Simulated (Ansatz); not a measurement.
## Calculated 17O NMR of the central transition for SiO2

Cell: a computed structure from the Materials Project (it need not be an observed phase), taken as it stands.

```cif
data_SiO2
_symmetry_space_group_name_H-M 'I4_1/amd:1'
_symmetry_Int_Tables_number 141
_cell_length_a 7.1219
_cell_length_b 7.1219
_cell_length_c 17.7701
_cell_angle_alpha 90.000
_cell_angle_beta 90.000
_cell_angle_gamma 90.000
loop_
_atom_site_label
_atom_site_type_symbol
_atom_site_symmetry_multiplicity
_atom_site_Wyckoff_symbol
_atom_site_fract_x
_atom_site_fract_y
_atom_site_fract_z
Si Si 16 h 0.0000 0.2196 0.2145
O9 O 8 e 0.0000 0.0000 0.2341
O13 O 16 g 0.8143 0.3143 0.2500
O21 O 8 c 0.0000 0.2500 0.1250
```

One atom of each set is listed; the run and its k-mesh use a cell of 24 atoms with edges of 10.21, 10.21, 10.21 Å.

Level of theory: DFT, PBE, plane waves and PAW (field gradients read without the response of the frozen cores, which leaves them typically 4 to 6 % off), scalar-relativistic, 420 eV cutoff, Γ-centred 4×4×4 k-points, Fermi–Dirac smearing 0.02 eV (Ansatz 0.2.0).

17O has I = 5/2 and Q = -25.58 mb (Pyykkö 2018); at 35.2 T its Larmor frequency is ν₀ = 203.3 MHz. Only the quadrupole interaction is simulated: positions count from each site's isotropic chemical shift, and J coupling is left out, as are shift anisotropy and dipolar coupling, which fast spinning averages.

(1) Give C_Q, η, the quadrupolar product P_Q = |C_Q|(1 + η²/3)^½, the second-order isotropic shift and the breadth of the pattern (fast magic-angle spinning) for each O site.

Results:

(1) 

```csv
site,first shell,C_Q (MHz),η,P_Q (MHz),δ_QIS (ppm),breadth (kHz)
O9,"2 Si at 1.60 Å, angle 155°",-6.29,0.06,6.29,-5.75,2.56
O13,"2 Si at 1.61 Å, angle 147°",-6.03,0.17,6.06,-5.34,2.43
O21,"2 Si at 1.61 Å, angle 180°",-6.50,0.05,6.50,-6.14,2.72
```

δ_QIS = −(ν_Q²/30ν₀²)[I(I+1) − 3/4](1 + η²/3) × 10⁶ ppm with ν_Q = 3|C_Q|/[2I(2I−1)]; it falls as 1/B₀² in ppm, and the breadth as 1/B₀ in kHz.

At O9 and O13 V_zz runs parallel to the line that joins its two neighbours (within 1°) in each case. At O21 V_zz points along the line of its two bonds (within 1°).

The largest force is 0.3 eV/Å, so the atoms aren't at the calculated equilibrium and relaxing them would move these values.

Hardware: 1 thread of Intel Xeon Platinum 8259CL CPU @ 2.50GHz (Skylake/Cascade Lake) (x86_64; 16 cores open to the job, memory cap 3.0 GiB, no GPU), a shared host with a load of 0.3 a core. Wall time 44 s, CPU time 44 s, peak memory 0.85 GiB.
